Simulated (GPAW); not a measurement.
**free-standing square Cr monolayer, spacing 2.56 A: one coupling from two orders, and a test**

Can a spin model with one coupling foretell the energy of a further order of free-standing square Cr monolayer, spacing 2.56 A?

Main program and level: GPAW 26.7.0; PBE; plane waves with GPAW's PAW setups, scalar-relativistic.

## 1. Set-up

The cell holds 1 atom: 1 Cr. Cell: a = 2.560 Å, b = 2.560 Å, c = 14.000 Å, α = 90.0°, β = 90.0°, γ = 90.0°. model lattice. Vacuum lies along c.

## 2. The parallel order

All energies count from this run.

Input file order1.py:

```python
import json
import numpy as np
from ase import Atoms
from ase.parallel import paropen, parprint
from gpaw import GPAW

atoms = Atoms(['Cr'],
    cell=[[2.56, 0.0, 0.0],
         [0.0, 2.56, 0.0],
         [0.0, 0.0, 14.0]],
    scaled_positions=[[0.0, 0.0, 0.5]],
    pbc=True,
    magmoms=[2.5])
atoms.calc = GPAW(mode={'name': 'pw', 'ecut': 550},
    xc='PBE',
    kpts={'size': (10, 10, 1), 'gamma': True},
    occupations={'name': 'fermi-dirac', 'width': 0.05},
    convergence={'density': 1e-05, 'energy': 1e-05},
    maxiter=200,
    symmetry={'tolerance': 1e-4},
    txt='order1.txt')
e = atoms.get_potential_energy(force_consistent=True)
res = {'free_energy': e, 'energy_sigma0': atoms.get_potential_energy(), 'fermi_energy': atoms.calc.get_fermi_level()}
res['moments'] = atoms.get_magnetic_moments().tolist()
res['total'] = atoms.get_magnetic_moment()
parprint('site moments (muB):', np.round(res['moments'], 3))
parprint(f"total moment: {res['total']:.3f} muB")
parprint(f'free energy: {e:.6f} eV')
atoms.calc.write('order1.gpw')
with paropen('results.json', 'w') as f:
    json.dump(res, f)
```

Command:

```
$ OMP_NUM_THREADS=1 python3 order1.py > order1.log
```

What it wrote:

```text
site moments (muB): [3.193]
total moment: 3.939 muB
free energy: -6.666496 eV

--- order1.txt ---
Input parameters:
  mode=PW(ecut=550),
  convergence={'density': 1e-05, 'energy': 1e-05},
  kpts=MonkhorstPack(size=(10, 10, 1), gamma=True),
  maxiter=200,
  occupations=Occupations(name='fermi-dirac', width=0.05),
  symmetry=Symmetry(tolerance=0.0001),
  xc=XC(name='PBE')

Diagonalizing LCAO Hamiltonian
[...]
|          3 |        -2.248 |     1.000 |        -0.884 |     0.000 |
|          4 |        -1.956 |     0.912 |         1.559 |     0.000 |
|          5 |        -1.956 |     0.912 |         1.559 |     0.000 |
|          6 |        -0.975 |     0.000 |         1.574 |     0.000 |
|          7 |         1.568 |     0.000 |         2.048 |     0.000 |
|          8 |         2.518 |     0.000 |         3.061 |     0.000 |

No gap
No difference between direct/indirect transitions


[key lines of the parts left out:]
Free energy:      -6.666496
Converged in 18 steps
dipole moment: (-6.134046, -6.134046, 0.000076)  # |e|*Ang
Fermi level: -1.839
```

Wall time 19 s (1 MPI rank of Intel Xeon Platinum 8488C (Sapphire Rapids), shared host); peak memory 0.19 GiB.

Spin moment in the augmentation sphere by atom:

```csv
atom,spin moment in the augmentation sphere (μB)
Cr1,3.19
```

This step gave:

| Quantity | Value |
| --- | --- |
| magnetization | 3.939 μB |
| final state | ferromagnetic |

After 18 cycles the largest moment stands at 3.19 μB.

## 3. The orders used for the fit

The other orders were run with the same settings, on meshes that hold the same points. Free energies (smearing 0.05 eV, its entropy term included) are divided by the number of Cr atoms; q is in fractions of the reciprocal vectors of the first run's cell.

```
            order  atoms     mesh  free energy (eV)  eV per Cr  largest moment (μB)
              F +      1  10×10×1           -6.6665    -6.6665                 3.19
AF q=(0,1/2,0) +-      2   10×5×1          -14.3242    -7.1621                 3.41
```

## 4. Counting neighbours

With E = −Σ J e_i·e_j over ordered pairs of unit vectors, turning a neighbour from parallel to opposed costs 2J a Cr atom. So an order lies 2 Σ n J over the parallel one, n being the opposed neighbours in each shell.

| shell | distance (Å) | neighbours | opposed in AF q=(0,1/2,0) +- | opposed in AF q=(1/2,1/2,0) +- |
| --- | --- | --- | --- | --- |
| J1 | 2.56 | 4 | 2 | 4 |
| J2 | 3.62 | 4 | 4 | 0 |

Only J1 is kept.

## 5. Solving

```
2 × 2 × J1 = -495.62 meV    (AF q=(0,1/2,0) +-)
J1 = -123.90 meV
```

## 6. The test

The couplings now give the orders that were left out:

```
2 × 4 × (-123.90) = -991.20 meV    (AF q=(1/2,1/2,0) +-)
```

The runs themselves:

| order | atoms | mesh | free energy (eV) | eV per Cr | largest moment (μB) | over the parallel order (meV) | foretold (meV) |
| --- | --- | --- | --- | --- | --- | --- | --- |
| AF q=(1/2,1/2,0) +- | 2 | 5×10×1 | -14.9070 | -7.4535 | 3.29 | -787.01 | -991.20 |

## 7. One more shell

The miss asks for the next shell, which takes one more order into the fit and leaves none for a test.

```
2 × 2 × J1 + 2 × 4 × J2 = -495.62 meV    (AF q=(0,1/2,0) +-)
2 × 4 × J1 = -787.01 meV    (AF q=(1/2,1/2,0) +-)
J1 = -98.38 meV
J2 = -12.76 meV
```

## 8. Summary of results

```json
{
  "J1 (Cr–Cr at 2.56 Å)": "-124 meV",
  "largest miss on the orders left out": "204 meV",
  "J1 with 2 shells": "-98.4 meV",
  "J2 with 2 shells": "-12.8 meV"
}
```

The model misses the order left out by 204 meV, 26 % of the span of the orders, so it holds only roughly. With the next shell added the couplings are J1 = -98.38 and J2 = -12.76 meV, untested. The first dropped shell that the test feels is J2 at 3.62 Å. The site moments spread by 6.3 % over the orders. In a metal couplings reach far, and the mesh was not tested. The couplings are effective ones: further shells with opposed neighbours are folded into them or show in the miss. No mean-field temperature is given: it needs a model that holds, an unfrustrated order and couplings in all three dimensions.

[Logs and program files are shortened in this print: banners, set-up blocks, solver, clock and traceback lines can be left out without a mark of their own.]

[Logs are printed without paths, hosts, clocks, repeated set-up lines and the standing remarks that a program may print on its own settings, such as how far it seeks lower states.]

[Hosts, paths, dates, database ids (printed as entryN), source tags and the programs' standing remarks are cut or masked in the printed files.]

[Where a cell is said to come from a database of computed structures, the database is the Materials Project.]
